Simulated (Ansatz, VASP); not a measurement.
## Zn: VASP beside Ansatz

```
Zn
1.0
    -1.55891    1.55891    1.55891
     1.55891   -1.55891    1.55891
     1.55891    1.55891   -1.55891
Zn
1
Direct
  0.00000 0.00000 0.00000
```

Alike in both runs: task relaxation of cell and atoms; functional PBE; k mesh 19 × 19 × 19; occupations fermi-dirac, width 0.1 eV; no spin polarisation.

|  | VASP | Ansatz |
| --- | --- | --- |
| version | VASP 6.6.1 | Ansatz 0.2.0 |
| potentials or method | VASP PAW PBE potentials, release 64 (Zn) | PAW with Ansatz's default frozen-core files, scalar-relativistic |
| plane-wave cutoff (eV) | 600 | 420 |
| valence electrons in the cell | 12 | 12 |

|  | VASP | Ansatz | Ansatz less VASP |
| --- | --- | --- | --- |
| relaxed volume (Å³/atom) | 15.46 | 15.40 | -0.059 |
| relaxed cell length with the largest relative difference (Å) | 2.718 | 2.715 | -0.0035 |
| energy change over the relaxation (meV/atom) | -1 | -1 | +0.4 |
